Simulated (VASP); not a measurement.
# Ta (Im-3m) in VASP: settings compared

Aim: see how the results for Ta move with the level of theory and the settings. Levels: PBE, r2SCAN. Tasks: relaxation of cell and atoms.

Program: VASP 6.6.1. These are calculated values, not measurements. Logs are shortened: lines on timing, memory, paths and dates and some standing lists are left out, and cuts for length are marked.

## (1) The structure

It takes space group Im-3m (No. 229, cubic). The conventional cell has a = 3.321 Å, b = 3.321 Å, c = 3.321 Å, α = 90.00°, β = 90.00°, γ = 90.00°. Around Ta (site symmetry m-3m) lie 8 Ta at 2.88 Å.

## (2) Relaxation of cell and atoms, PBE

File INCAR:

```
ALGO = Normal ; EDIFF = 1E-7
EDIFFG = -0.005 ; ENCUT = 600
GGA = PE ; IBRION = 2
ISIF = 3 ; ISMEAR = 1
KPAR = 2 ; LASPH = True
LCHARG = False ; LREAL = False
LWAVE = False ; NELM = 80
NSW = 90 ; PREC = Accurate
SIGMA = 0.1
```

File KPOINTS:

```
k-points
0
Gamma
  16 16 16
```

File POSCAR:

```
Ta                                      
1.0
   -1.6607226832      1.6607226832      1.6607226832
    1.6607226832     -1.6607226832      1.6607226832
    1.6607226832      1.6607226832     -1.6607226832
  Ta            
     1
Direct
     0.0000000000000000    0.0000000000000000    0.0000000000000000
```

Potentials or basis: VASP PAW PBE potentials, release 64 (Ta_pv).

Launch:

```console
$ cat potpaw_PBE.64/Ta_pv/POTCAR > POTCAR
$ mpirun -np 2 vasp_std > vasp.out
```

OUTCAR:

```text
EDIFF = 1E-7
   EDIFFG = -0.005
   ENCUT = 600
   GGA = PE
   IBRION = 2
   ISIF = 3
   ISMEAR = 1
   LASPH = True
   LREAL = False
   NELM = 80
   NSW = 90
   PREC = Accurate

 ion  position               nearest neighbor table
   1  0.000  0.000  0.000-

  LATTYP: Found a body centered cubic cell.
 ALAT       =     3.3214453664

  Lattice vectors:

 A1 = (  -1.6607226832,   1.6607226832,   1.6607226832)
 A2 = (   1.6607226832,  -1.6607226832,   1.6607226832)
 A3 = (   1.6607226832,   1.6607226832,  -1.6607226832)

Analysis of symmetry for initial positions (statically):
=====================================================================
 Subroutine PRICEL returns:
 Original cell was already a primitive cell.

 Routine SETGRP: Setting up the symmetry group for a
 body centered cubic supercell.

 Subroutine GETGRP returns: Found 48 space group operations
 (whereof 48 operations were pure point group operations)
 out of a pool of 48 trial point group operations.

The static configuration has the point symmetry O_h .

Analysis of symmetry for dynamics (positions and initial velocities):
=====================================================================
 Subroutine PRICEL returns:
 Original cell was already a primitive cell.

 Routine SETGRP: Setting up the symmetry group for a
 body centered cubic supercell.

 Subroutine GETGRP returns: Found 48 space group operations
 (whereof 48 operations were pure point group operations)
 out of a pool of 48 trial point group operations.

The dynamic configuration has the point symmetry O_h .

 Subroutine INISYM returns: Found 48 space group operations
 (whereof 48 operations are pure point group operations),
 and found     1 'primitive' translations

----------------------------------------------------------------------------------------

                                     Primitive cell

  volume of cell :      18.3211

  direct lattice vectors                    reciprocal lattice vectors
    -1.660722683  1.660722683  1.660722683     0.000000000  0.301073746  0.301073746
     1.660722683 -1.660722683  1.660722683     0.301073746  0.000000000  0.301073746
     1.660722683  1.660722683 -1.660722683     0.301073746  0.301073746  0.000000000

  length of vectors
     2.876456065  2.876456065  2.876456065     0.425782575  0.425782575  0.425782575

  position of ions in fractional coordinates (direct lattice)
     0.000000000  0.000000000  0.000000000

  ion indices of the primitive-cell ions
[... 80 lines left out ...]
   ISIF   =      3    stress and relaxation
   ISYM   =      2    0-nonsym 1-usesym 2-fastsym
   POTIM  = 0.5000    time-step for ionic-motion
   TEBEG  =    0.0;   TEEND  =   0.0 temperature during run
   PSTRESS=    0.0 pullay stress
   NELECT =      11.0000    total number of electrons
   NUPDOWN=      -1.0000    fix difference up-down
   EMIN   =  10.00;   EMAX   =-10.00  energy-range for DOS
   EFERMI =   0.00;   METHOD = LEGACY
   ISMEAR =     1;   SIGMA  =   0.10  broadening in eV -4-tet -1-fermi 0-gaus
   EFERMI_NEDOS =   21; number of points for ismear=-14 and -15
   IALGO  =     38    algorithm
   IMIX   =      4    mixing-type and parameters
     AMIX     =   0.40;   BMIX     =  1.00
     AMIX_MAG =   1.60;   BMIX_MAG =  1.00
  volume/ion in A,a.u.               =      18.32       123.64
  Fermi-wavevector in a.u.,A,eV,Ry     =   1.381090  2.609881 25.951879  1.907409
  Thomas-Fermi vector in A             =   2.505907
   LORBIT       =      0    0 simple, 1 ext, 2 COOP (PROOUT), +10 PAW based schemes
   GGA     = PE    functional components
   LHFCALC =     F    Hartree Fock is set to
   AEXX    =    0.0000 exact exchange contribution
   IVDW    =     0    specifies the selected vdW correction
   LEPSILON=     F    determine dielectric tensor
   LRPA    =     F    only Hartree local field effects (RPA)
 conjugate gradient relaxation of ions
 non-spin polarized calculation
 Methfessel and Paxton  Order N= 1 SIGMA  =   0.10
  energy-cutoff  :      600.00
  volume of cell :       18.32
 maximum number of plane-waves:       627
   NGX = 11   NGY = 11   NGZ = 11

 number of electron      11.0000000 magnetization

 Free energy of the ion-electron system (eV)
  ---------------------------------------------------
  ext. energy  EPLUGINS =         0.00000000
  ---------------------------------------------------
  free energy    TOTEN  =       -11.80926827 eV

  energy without entropy =      -11.80899385  energy(sigma->0) =      -11.80917680

 E-fermi :   5.3276     XC(G=0): -12.5324

 val. band max:        5.3072273482   @ k =   0.3125   0.0625   0.0625
 cond. band min:       5.3340659136   @ k =  -0.1875   0.2500   0.1250
 fundamental gap:      0.0268385654
 Fermi energy:         5.3275889749

 k-point     1 :       0.0000    0.0000    0.0000
  band No.  band energies     occupation
      1     -27.7980      2.00000
      2     -27.7980      2.00000
      3     -27.7980      2.00000
      4      -2.5013      2.00000
      5       6.0790     -0.00000
      6       6.0790     -0.00000
      7       6.0790     -0.00000
      8       9.2925      0.00000
      9       9.2925      0.00000
[... 265 lines left out ...]
 k-point    24 :       0.2500    0.1875    0.0000
  band No.  band energies     occupation
      1     -28.6707      2.00000
      2     -28.1595      2.00000
      3     -27.8936      2.00000
      4       1.6795      2.00000
      5       4.1265      2.00000
      6       4.7525      2.00000
      7       8.6489      0.00000
      8      10.1065      0.00000
      9      11.9518      0.00000

 [... further k-points ...]

------------------------ aborting loop because EDIFF is reached ----------------------------------------

  FORCE on cell =-STRESS in cart. coord.  units (eV):
  Direction    XX          YY          ZZ          XY          YZ          ZX
  --------------------------------------------------------------------------------------
  -------------------------------------------------------------------------------------
  Total       -0.0032368     -0.0032368     -0.0032368     -0.0000000      0.0000000     -0.0000000
  in kB       -0.2830574     -0.2830574     -0.2830574     -0.0000000      0.0000000     -0.0000000
  external PRESSURE =      -0.2830574 kB  Pullay stress =       0.0000000 kB

 VOLUME and BASIS-vectors are now :
 -----------------------------------------------------------------------------
  energy-cutoff  :      600.00
  volume of cell :       18.32
      direct lattice vectors                 reciprocal lattice vectors
    -1.660722683  1.660722683  1.660722683     0.000000000  0.301073746  0.301073746
     1.660722683 -1.660722683  1.660722683     0.301073746  0.000000000  0.301073746
     1.660722683  1.660722683 -1.660722683     0.301073746  0.301073746  0.000000000

 POSITION                                       TOTAL-FORCE (eV/Angst)
 -----------------------------------------------------------------------------------
      0.00000      0.00000      0.00000        -0.000000     -0.000000     -0.000000
 -----------------------------------------------------------------------------------
    total drift:                                0.000000      0.000000     -0.000000

  FREE ENERGIE OF THE ION-ELECTRON SYSTEM (eV)
  ---------------------------------------------------
  free  energy   TOTEN  =       -11.8092682714 eV

  energy  without entropy=      -11.8089938528  energy(sigma->0) =      -11.80917680

 reached required accuracy - stopping structural energy minimisation
```

OSZICAR:

```text
N       E                     dE             d eps       ncg     rms          rms(c)
DAV:   1     0.507149727098E+02    0.50715E+02   -0.70827E+03  2610   0.129E+03
DAV:   2    -0.115315272161E+02   -0.62246E+02   -0.61401E+02  3300   0.259E+02
DAV:   3    -0.122846651220E+02   -0.75314E+00   -0.74062E+00  3008   0.288E+01
DAV:   4    -0.122890234697E+02   -0.43583E-02   -0.43546E-02  2972   0.186E+00
DAV:   5    -0.122890525495E+02   -0.29080E-04   -0.29079E-04  2944   0.137E-01    0.130E+01
DAV:   6    -0.119206641308E+02    0.36839E+00   -0.41719E-01  2716   0.787E+00    0.628E+00
DAV:   7    -0.118104998901E+02    0.11016E+00   -0.34556E-01  2745   0.678E+00    0.376E-01
DAV:   8    -0.118093018836E+02    0.11980E-02   -0.45663E-03  2764   0.861E-01    0.163E-01
DAV:   9    -0.118092738686E+02    0.28015E-04   -0.19570E-04  2867   0.170E-01    0.329E-02
DAV:  10    -0.118092680962E+02    0.57724E-05   -0.38751E-06  2974   0.289E-02    0.460E-03
DAV:  11    -0.118092683159E+02   -0.21976E-06   -0.80402E-08  2104   0.439E-03    0.380E-04
DAV:  12    -0.118092682714E+02    0.44576E-07   -0.50706E-09  1401   0.991E-04
   1 F= -.11809268E+02 E0= -.11809177E+02  d E =-.118093E+02
```

Wall time 4.8 s (2 MPI ranks of Intel Xeon 6975P-C (Granite Rapids), shared host); peak memory 0.15 GiB.

What came out:

| Property | Result |
| --- | --- |
| Free energy | -11.8093 eV |
| Pressure after relaxing | 0.0 GPa |
| Band gap on the k mesh | none (metal or under the smearing width) |

Final structure:
```
Ta
1.0
    -1.66072    1.66072    1.66072
     1.66072   -1.66072    1.66072
     1.66072    1.66072   -1.66072
Ta
1
Direct
  0.00000 0.00000 0.00000
```

Caveat: the relaxation stopped at its first step, so nothing moved. The run has no spin-orbit coupling, so splittings on Ta are missing.

## (3) Relaxation of cell and atoms, r2SCAN, target pressure 50.2 GPa, at which the enthalpy is minimised

This run uses another cell than the first one, of 18.01 Å³/atom, 0.983 times its volume.

File INCAR:

```
SYSTEM = Ta
PREC = Accurate
ENCUT = 600
EDIFF = 1E-6
ISMEAR = 1
SIGMA = 0.1
LREAL = .FALSE.
LASPH = .TRUE.
NELM = 80
ALGO = Normal
ISIF = 3
LWAVE = .FALSE.
LCHARG = .FALSE.
METAGGA = R2SCAN
LMIXTAU = .TRUE.
IBRION = 2
NSW = 90
EDIFFG = -0.01
PSTRESS = 502.0
```

File KPOINTS:

```
Automatic mesh
0
G
  16 16 16
  0 0 0
```

File POSCAR:

```
Ta
1.0
   -1.6512800000      1.6512800000      1.6512800000
    1.6512800000     -1.6512800000      1.6512800000
    1.6512800000      1.6512800000     -1.6512800000
Ta
1
Direct
    0.0000000000      0.0000000000      0.0000000000
```

Potentials or basis: VASP PAW PBE potentials, release 64 (Ta_pv).

Launch:

```console
$ cat potpaw_PBE.64/Ta_pv/POTCAR > POTCAR
$ mpirun -np 1 vasp_std > vasp.out
```

Wall time 4.4 min (1 thread of Intel Xeon 6975P-C (Granite Rapids), shared host); peak memory 0.19 GiB.

It converged, with:

```yaml
Free_energy: -48.1659 eV
Relaxed_volume: 15.12 Å³/atom
Relaxed_cell: a = 2.698 Å, b = 2.698 Å, c = 2.698 Å, α = 109.47°, β = 109.47°, γ = 109.47°
Space_group_after_relaxing_to_0.05_Å: Im-3m (No. 229)
Energy_change_on_relaxing_the_enthalpy_is_what_falls: +410.8 meV/atom
Ionic_steps: 17
Pressure_after_relaxing: 50.2 GPa
Band_gap_on_the_k_mesh: none (metal or under the smearing width)
```

The path:
| step | energy change (eV) | largest force (eV/Å) | pressure (GPa) | volume (Å³) |
| --- | --- | --- | --- | --- |
| 1 | 0.0000 | 0.0000 | 1.43 | 18.01 |
| 2 | 17.6320 | 0.0000 | 1165.63 | 7.17 |
| 3 | 0.2305 | 0.0000 | 35.10 | 15.80 |
| 4 | 0.3062 | 0.0000 | 41.70 | 15.48 |
| 5 | 0.4143 | 0.0000 | 50.49 | 15.11 |
| 6 | 0.3972 | 0.0000 | 49.15 | 15.16 |
| 7 | 0.3983 | 0.0000 | 49.22 | 15.16 |
| 8 | 0.4013 | 0.0000 | 49.36 | 15.15 |
| 9 | 0.4014 | 0.0000 | 49.44 | 15.15 |
| 10 | 0.4015 | 0.0000 | 49.45 | 15.15 |
| 11 | 0.4017 | 0.0000 | 49.45 | 15.15 |
| 12 | 0.4022 | 0.0000 | 49.45 | 15.14 |
| 13 | 0.4031 | 0.0000 | 49.60 | 15.14 |
| 14 | 0.4049 | 0.0000 | 49.70 | 15.14 |
| 15 | 0.4085 | 0.0000 | 50.02 | 15.12 |
| 16 | 0.4159 | 0.0000 | 50.61 | 15.10 |
| 17 | 0.4108 | 0.0000 | 50.19 | 15.12 |

Final structure:
```xyz
1
Lattice="-1.5576 1.5576 1.5576 1.5576 -1.5576 1.5576 1.5576 1.5576 -1.5576" Properties=species:S:1:pos:R:3 pbc="T T T"
Ta    0.0000    0.0000    0.0000
```

Levels at points of the mesh, in eV from the Fermi level:
| k point | band 1 | band 2 | band 3 | band 4 | band 5 | band 6 | band 7 | band 8 | band 9 |
| --- | --- | --- | --- | --- | --- | --- | --- | --- | --- |
| (0.00, 0.00, 0.00) | -33.49 | -33.49 | -33.49 | -8.96 | 0.77 | 0.77 | 0.77 | 4.92 | 4.92 |
| (0.50, 0.00, 0.00) | -35.64 | -34.16 | -33.52 | -5.48 | -2.22 | 2.53 | 4.96 | 6.24 | 9.95 |
| (0.50, 0.50, 0.50) | -34.94 | -34.94 | -34.94 | -5.22 | -5.22 | 8.64 | 8.64 | 8.64 | 10.90 |

Caveat: the cell is relaxed towards a set pressure, so the enthalpy falls and the energy may rise; the volume moved by over 15 % at a fixed basis, so the end points are rough; the PAW data sets were made with another functional, which shifts forces and pressure a little. The run has no spin-orbit coupling, so splittings on Ta are missing.
